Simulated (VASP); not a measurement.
# MoH5 (P-62m) in VASP: reference runs

How does MoH5 come out in PBE? The cell is run as given.

Everything below comes from runs of VASP 6.6.1. Logs are shortened: lines on timing, memory, paths and dates and some standing lists are left out, and cuts for length are marked.

## Step 1: The crystal as given

Symmetry: P-62m, No. 189, hexagonal system. The conventional cell has a = 4.598 Å, b = 4.598 Å, c = 4.132 Å, α = 90.00°, β = 90.00°, γ = 120.00°. H (site symmetry m2m) has 10 H at 2.54 to 2.88 Å and 2 Mo at 2.65 Å as nearest neighbours. H (site symmetry -6) has 9 H at 2.54 to 2.65 Å and 3 Mo at 2.65 Å as nearest neighbours. Mo (site symmetry -62m) has 12 H at 2.65 Å as nearest neighbours.

The cell was built by a generator and needn't be a form met in nature.

## Step 2: Single point, PBE

INCAR

```
SYSTEM = MoH5
ALGO     = Normal         ! electronic algorithm
EDIFF    = 1E-7           ! SCF threshold, eV
ENCUT    = 520            ! plane-wave cutoff, eV
GGA      = PE             ! functional
ISIF     = 2              ! what is computed and relaxed
ISMEAR   = -1             ! smearing method
LASPH    = .TRUE.         ! aspherical terms in the spheres
LCHARG   = .FALSE.        ! write CHGCAR
LREAL    = .FALSE.        ! projectors in reciprocal space
LWAVE    = .FALSE.        ! write WAVECAR
NBANDS   = 18             ! bands
NELM     = 60             ! most SCF steps
PREC     = Accurate       ! precision mode
SIGMA    = 0.05           ! smearing width, eV
```

KPOINTS

```
k-points
0
G
  7 7 7
  0 0 0
```

POSCAR

```
MoH5
1.0
    4.5983792800      0.0000000000      0.0000000000
   -2.2991896400      3.9823132700      0.0000000000
    0.0000000000      0.0000000000      4.1320772500
H Mo
5 1
Direct
    0.0000000000      0.6383360000      0.0000000000
    0.6383360000      0.0000000000      0.0000000000
    0.3616640000      0.3616640000      0.0000000000
    0.6666666700      0.3333333300      0.5000000000
    0.3333333300      0.6666666700      0.5000000000
    0.0000000000      0.0000000000      0.5000000000
```

Potentials or basis: VASP PAW PBE potentials, release 64 (H, Mo_sv).

The run is started by

```console
$ cat potpaw_PBE.64/H/POTCAR potpaw_PBE.64/Mo_sv/POTCAR > POTCAR
$ mpirun -np 1 vasp_std > vasp.out
```

OUTCAR:

```text
SYSTEM = MoH5
   EDIFF = 1E-7
   ENCUT = 520
   GGA = PE
   ISIF = 2
   ISMEAR = -1
   LASPH = .TRUE.
   LREAL = .FALSE.
   NELM = 60
   PREC = Accurate

 ion  position               nearest neighbor table
   1  0.000  0.638  0.000-
   2  0.638  0.000  0.000-
   3  0.362  0.362  0.000-
   4  0.667  0.333  0.500-
   5  0.333  0.667  0.500-
   6  0.000  0.000  0.500-

  LATTYP: Found a hexagonal cell.
 ALAT       =     4.5983792800
 C/A-ratio  =     0.8985942652

  Lattice vectors:

 A1 = (   4.5983792800,   0.0000000000,   0.0000000000)
 A2 = (  -2.2991896400,   3.9823132700,   0.0000000000)
 A3 = (   0.0000000000,   0.0000000000,   4.1320772500)

Analysis of symmetry for initial positions (statically):
=====================================================================
 Subroutine PRICEL returns:
 Original cell was already a primitive cell.

 Routine SETGRP: Setting up the symmetry group for a
 hexagonal supercell.

 Subroutine GETGRP returns: Found 12 space group operations
 (whereof 12 operations were pure point group operations)
 out of a pool of 24 trial point group operations.

The static configuration has the point symmetry D_3h.

Analysis of symmetry for dynamics (positions and initial velocities):
=====================================================================
 Subroutine PRICEL returns:
 Original cell was already a primitive cell.

 Routine SETGRP: Setting up the symmetry group for a
 hexagonal supercell.

 Subroutine GETGRP returns: Found 12 space group operations
 (whereof 12 operations were pure point group operations)
 out of a pool of 24 trial point group operations.

The dynamic configuration has the point symmetry D_3h.

 Subroutine INISYM returns: Found 12 space group operations
 (whereof 12 operations are pure point group operations),
 and found     1 'primitive' translations

----------------------------------------------------------------------------------------

                                     Primitive cell

  volume of cell :      75.6674

  direct lattice vectors                    reciprocal lattice vectors
     4.598379280  0.000000000  0.000000000     0.217467925  0.125555165  0.000000000
    -2.299189640  3.982313270  0.000000000     0.000000000  0.251110330  0.000000000
     0.000000000  0.000000000  4.132077250     0.000000000  0.000000000  0.242009028

  length of vectors
     4.598379280  4.598379278  4.132077250     0.251110330  0.251110330  0.242009028

  position of ions in fractional coordinates (direct lattice)
     1.000000000  0.638336000  0.000000000
     0.638336000  0.000000000  0.000000000
     0.361664000  0.361664000  0.000000000
     0.666666670  0.333333330  0.500000000
     0.333333330  0.666666670  0.500000000
     0.000000000  0.000000000  0.500000000

  ion indices of the primitive-cell ions
   primitive index   ion index
                 1           1
                 2           2
                 3           3
                 4           4
                 5           5
                 6           6

----------------------------------------------------------------------------------------

 KPOINTS: k-points

Automatic generation of k-mesh.
 Grid dimensions read from file:
 generate k-points for:    7    7    7

 Generating k-lattice:

  Cartesian coordinates                     Fractional coordinates (reciprocal lattice)
     0.031066846  0.017936452  0.000000000     0.142857143 -0.000000000  0.000000000
     0.000000000  0.035872904  0.000000000     0.000000000  0.142857143  0.000000000
     0.000000000  0.000000000  0.034572718     0.000000000  0.000000000  0.142857143

  Length of vectors
     0.035872904  0.035872904  0.034572718

  Shift w.r.t. Gamma in fractional coordinates (k-lattice)
     0.000000000  0.000000000  0.000000000

 Subroutine IBZKPT returns following result:
 ===========================================

 Found     32 irreducible k-points:

 Following reciprocal coordinates:
            Coordinates               Weight
  0.000000  0.000000  0.000000      1.000000
  0.142857 -0.000000  0.000000      6.000000
  0.285714 -0.000000  0.000000      6.000000
  0.428571 -0.000000  0.000000      6.000000
  0.142857  0.142857  0.000000      6.000000
  0.285714  0.142857  0.000000     12.000000
[... 16 lines left out ...]
  0.428571  0.142857  0.285714     12.000000
  0.285714  0.285714  0.285714     12.000000
 [... further k-points ...]
   k-points           NKPTS =     32   k-points in BZ     NKDIM =     32   number of bands    NBANDS=     18
   number of dos      NEDOS =    301   number of ions     NIONS =      6
   total plane-waves  NPLWV =  41472
   dimension x,y,z NGX =    36 NGY =   36 NGZ =   32
   dimension x,y,z NGXF=    72 NGYF=   72 NGZF=   64
   ions per type =               5   1
   NGX,Y,Z   is equivalent  to a cutoff of  13.02, 13.02, 12.87 a.u.
   NGXF,Y,Z  is equivalent  to a cutoff of  26.03, 26.03, 25.75 a.u.
 SYSTEM =  MoH5
   PREC   = accura    normal or accurate (medium, high low for compatibility)
   ISTART =      0    job   : 0-new  1-cont  2-samecut
   ICHARG =      2    charge: 1-file 2-atom 10-const
   ISPIN  =      1    spin polarized calculation?
   LNONCOLLINEAR =      F non collinear calculations
   LSORBIT =      F    spin-orbit coupling
   LASPH  =      T    aspherical Exc in radial PAW
   ENCUT  =  520.0 eV  38.22 Ry    6.18 a.u.   8.55  8.55  7.68*2*pi/ulx,y,z
   NELM   =     60;   NELMIN=  2; NELMDL= -5     # of ELM steps
   EDIFF  = 0.1E-06   stopping-criterion for ELM
   LREAL  =      F    real-space projection
   EDIFFG = 0.1E-05   stopping-criterion for IOM
   NSW    =      0    number of steps for IOM
   IBRION =     -1    ionic relax: 0-MD 1-quasi-New 2-CG
   NFREE  =      0    steps in history (QN), initial steepest desc. (CG)
   ISIF   =      2    stress and relaxation
   ISYM   =      2    0-nonsym 1-usesym 2-fastsym
   POTIM  = 0.5000    time-step for ionic-motion
   TEBEG  =    0.0;   TEEND  =   0.0 temperature during run
   PSTRESS=    0.0 pullay stress
   NELECT =      19.0000    total number of electrons
   NUPDOWN=      -1.0000    fix difference up-down
   EMIN   =  10.00;   EMAX   =-10.00  energy-range for DOS
   EFERMI =   0.00;   METHOD = LEGACY
   ISMEAR =    -1;   SIGMA  =   0.05  broadening in eV -4-tet -1-fermi 0-gaus
   EFERMI_NEDOS =   21; number of points for ismear=-14 and -15
   IALGO  =     38    algorithm
   IMIX   =      4    mixing-type and parameters
     AMIX     =   0.40;   BMIX     =  1.00
     AMIX_MAG =   1.60;   BMIX_MAG =  1.00
  volume/ion in A,a.u.               =      12.61        85.10
  Fermi-wavevector in a.u.,A,eV,Ry     =   1.032816  1.951740 14.513468  1.066710
  Thomas-Fermi vector in A             =   2.167033
   LORBIT       =      0    0 simple, 1 ext, 2 COOP (PROOUT), +10 PAW based schemes
   GGA     = PE    functional components
   LHFCALC =     F    Hartree Fock is set to
   AEXX    =    0.0000 exact exchange contribution
   IVDW    =     0    specifies the selected vdW correction
   LEPSILON=     F    determine dielectric tensor
   LRPA    =     F    only Hartree local field effects (RPA)
 non-spin polarized calculation
  energy-cutoff  :      520.00
  volume of cell :       75.67
 maximum number of plane-waves:      2085
 NGX is ok and might be reduce to    36
   NGX = 17   NGY = 17   NGZ = 15

 number of electron      19.0000000 magnetization

 Free energy of the ion-electron system (eV)
  ---------------------------------------------------
  ext. energy  EPLUGINS =         0.00000000
  ---------------------------------------------------
  free energy    TOTEN  =       -17.23412336 eV

  energy without entropy =      -17.18827809  energy(sigma->0) =      -17.21120072

 E-fermi :  -0.0740     XC(G=0):  -8.3701

 val. band max:       -0.0791602198   @ k =   0.4286  -0.0000   0.1429
 cond. band min:      -0.0647876524   @ k =   0.2857   0.1429   0.0000
 fundamental gap:      0.0143725675
 Fermi energy:        -0.0740224485

 k-point     1 :       0.0000    0.0000    0.0000
  band No.  band energies     occupation
      1     -61.7235      2.00000
      2     -35.7288      2.00000
      3     -35.6709      2.00000
      4     -35.6709      2.00000
      5      -6.0972      2.00000
      6      -2.2080      2.00000
[... 10 lines left out ...]
     17       7.1471      0.00000
     18       7.1471      0.00000

 k-point     2 :       0.1429   -0.0000    0.0000
  band No.  band energies     occupation
      1     -61.7234      2.00000
      2     -35.7288      2.00000
      3     -35.6715      2.00000
      4     -35.6710      2.00000
      5      -5.9113      2.00000
      6      -2.1405      2.00000
[... 10 lines left out ...]
     17       7.2544      0.00000
     18       8.5330      0.00000

 k-point     3 :       0.2857   -0.0000    0.0000
  band No.  band energies     occupation
      1     -61.7234      2.00000
      2     -35.7287      2.00000
      3     -35.6729      2.00000
      4     -35.6714      2.00000
      5      -5.3730      2.00000
      6      -2.5998      2.00000
[... 10 lines left out ...]
     17       7.5514      0.00000
     18       9.8537      0.00000

 k-point     4 :       0.4286   -0.0000    0.0000
  band No.  band energies     occupation
      1     -61.7233      2.00000
      2     -35.7286      2.00000
      3     -35.6739      2.00000
      4     -35.6717      2.00000
      5      -4.5504      2.00000
      6      -3.5571      2.00000
[... 375 lines left out ...]
      4     -35.6714      2.00000
      5      -4.2825      2.00000
      6      -2.6936      2.00000
[... 10 lines left out ...]
     17       7.9745      0.00000
     18       9.2439      0.00000

 k-point    23 :       0.4286    0.1429    0.2857
  band No.  band energies     occupation
      1     -61.7232      2.00000
      2     -35.7339      2.00000
      3     -35.6734      2.00000
      4     -35.6716      2.00000
      5      -3.6282      2.00000
      6      -3.3146      2.00000
[... 10 lines left out ...]
     17       8.3454      0.00000
     18       9.4224      0.00000

 k-point    24 :       0.2857    0.2857    0.2857
  band No.  band energies     occupation
      1     -61.7232      2.00000
      2     -35.7339      2.00000
      3     -35.6730      2.00000
      4     -35.6722      2.00000
      5      -3.6497      2.00000
      6      -3.0815      2.00000
[... 10 lines left out ...]
     17       7.8412      0.00000
     18       9.0432      0.00000

 [... further k-points ...]

------------------------ aborting loop because EDIFF is reached ----------------------------------------

  FORCE on cell =-STRESS in cart. coord.  units (eV):
  Direction    XX          YY          ZZ          XY          YZ          ZX
  --------------------------------------------------------------------------------------
  -------------------------------------------------------------------------------------
  Total      -12.0121959    -12.0121959    -14.0905538      0.0000000     -0.0000000      0.0000000
  in kB     -254.3456681   -254.3456678   -298.3527199      0.0000000     -0.0000000      0.0000000
  external PRESSURE =    -269.0146853 kB  Pullay stress =       0.0000000 kB

 VOLUME and BASIS-vectors are now :
 -----------------------------------------------------------------------------
  energy-cutoff  :      520.00
  volume of cell :       75.67
      direct lattice vectors                 reciprocal lattice vectors
     4.598379280  0.000000000  0.000000000     0.217467925  0.125555165  0.000000000
    -2.299189640  3.982313270  0.000000000     0.000000000  0.251110330  0.000000000
     0.000000000  0.000000000  4.132077250     0.000000000  0.000000000  0.242009028

 POSITION                                       TOTAL-FORCE (eV/Angst)
 -----------------------------------------------------------------------------------
     -1.46766      2.54205      0.00000        -0.705508      1.221976      0.000000
      2.93531      0.00000      0.00000         1.411017     -0.000000      0.000000
      0.83153      1.44026      0.00000        -0.705508     -1.221976     -0.000000
      2.29919      1.32744      2.06604         0.000000     -0.000000      0.000000
     -0.00000      2.65488      2.06604         0.000000     -0.000000      0.000000
      0.00000      0.00000      2.06604         0.000000     -0.000000      0.000000
 -----------------------------------------------------------------------------------
    total drift:                                0.000000      0.000000     -0.000000

  FREE ENERGIE OF THE ION-ELECTRON SYSTEM (eV)
  ---------------------------------------------------
  free  energy   TOTEN  =       -17.2341233574 eV

  energy  without entropy=      -17.1882780861  energy(sigma->0) =      -17.21120072
```

It took 46 s on 1 thread of AMD EPYC 7R13 (Zen 3), shared host; peak memory 0.17 GiB.

Results:

* Free energy: -17.2341 eV
* Pressure: -26.9 GPa
* Largest force: 1.411 eV/Å
* Band gap on the k mesh: none (metal or under the smearing width)

Forces on the atoms (eV/Å):
```
H   -0.706  1.222  0.000
H    1.411  0.000  0.000
H   -0.706 -1.222  0.000
H    0.000  0.000  0.000
H    0.000  0.000  0.000
Mo   0.000  0.000  0.000
```

Stress tensor (GPa, compression positive):
```
-25.43   0.00   0.00
  0.00 -25.43   0.00
  0.00   0.00 -29.84
```

Caveat: so large a pressure means that the cell lies far from this level's equilibrium, or that cutoff or potentials fall short; forces of over 1 eV/Å show positions far from the minimum, so gaps and moduli don't describe the material at rest.
